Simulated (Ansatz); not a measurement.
A run of Ansatz 0.2.0 is set up as follows.

input.yaml

```yaml
crystal:
  lattice:
    - [4.54534955, 0.0, 0.0]
    - [0.0, 5.51961944, 0.0]
    - [0.0, 0.0, 4.90919686]
  atoms:
    - { symbol: Ti, position: [0.0, 0.17299093, 0.75] }
    - { symbol: Ti, position: [0.5, 0.32700907, 0.25] }
    - { symbol: Ti, position: [0.0, 0.82700907, 0.25] }
    - { symbol: Ti, position: [0.5, 0.67299093, 0.75] }
    - { symbol: O, position: [0.27145062, 0.38172464, 0.91864908] }
    - { symbol: O, position: [0.77145062, 0.11827536, 0.08135092] }
    - { symbol: O, position: [0.22854938, 0.11827536, 0.41864908] }
    - { symbol: O, position: [0.72854938, 0.38172464, 0.58135092] }
    - { symbol: O, position: [0.27145062, 0.61827536, 0.41864908] }
    - { symbol: O, position: [0.77145062, 0.88172464, 0.58135092] }
    - { symbol: O, position: [0.22854938, 0.88172464, 0.91864908] }
    - { symbol: O, position: [0.72854938, 0.61827536, 0.08135092] }
hamiltonian:
  xc: pbe
  pseudopotentials: { kind: paw }
kpoints:
  mp_grid: { grid: [8, 7, 8] }
scf:
  occupations: { method: fermi_dirac, width: 0.05 }
output:
  forces: true
  stress: true
  eigenvalues: true
```

Potentials or basis: Ansatz PAW.

Run with:

```console
$ ansatz run input.yaml --threads 4 --pin off --max-ram 11264MiB --backend cpu --events-out ev --progress --plain --runs-dir out
```

Predict the pressure.

4.1 GPa.

Estimate the band gap on the k mesh.

2.62 eV, indirect (least direct gap 2.67 eV).

Stress tensor (GPa, compression positive):
```
4.10 0.00 0.00
0.00 4.15 0.00
0.00 0.00 3.98
```

Caveat: odd divisions of the mesh miss points on the zone boundary, where band edges often lie, so the gap on the mesh can be too wide; the pressure holds a Pulay correction of +0.8 GPa for the finite cutoff. As with any semilocal functional, this PBE gap is likely too small.
